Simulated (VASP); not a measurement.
A run of VASP 6.6.1:

Contents of INCAR:

```
  PREC = Accurate
  ENCUT = 600
  EDIFF = 1E-7
  ISMEAR = 0
  SIGMA = 0.03
  LREAL = False
  LASPH = True
  NELM = 80
  ALGO = Normal
  ISIF = 2
  LWAVE = False
  LCHARG = False
  METAGGA = R2SCAN
  LMIXTAU = True
  IBRION = 2
  NSW = 40
  EDIFFG = -0.01
```

KPOINTS

```
regular mesh
0
Gamma
  8 8 8
```

File POSCAR:

```
SrTiO3                                  
1.0
    3.8859391685      0.0000000000      0.0000000000
    0.0000000000      3.8859391685      0.0000000000
    0.0000000000      0.0000000000      3.8859391685
  Sr              Ti              O             
     1     1     3
Direct
     0.5000000000000000    0.5000000000000000    0.5000000000000000
     0.0000000000000000    0.0000000000000000    0.0000000000000000
     0.5000000000000000    0.0000000000000000    0.0000000000000000
     0.0000000000000000    0.5000000000000000    0.0000000000000000
     0.0000000000000000    0.0000000000000000    0.5000000000000000
```

Potentials or basis: VASP PAW PBE potentials, release 64 (Sr_sv, Ti_sv, O).

Launch:

```sh
$ cat potpaw_PBE.64/Sr_sv/POTCAR potpaw_PBE.64/Ti_sv/POTCAR potpaw_PBE.64/O/POTCAR > POTCAR
$ mpirun -np 1 vasp_std > vasp.out
```

Hardware: 1 thread of Intel(R) Xeon(R) Platinum 8488C (Sapphire Rapids), with other jobs on the host.

Task: How long does it take, and how much memory?

Result: Run time: 2.6 min on 1 thread of Intel(R) Xeon(R) Platinum 8488C (Sapphire Rapids) (shared host), peak memory 0.23 GiB. Counts: scf iterations 23, k points 35, ion steps 1.
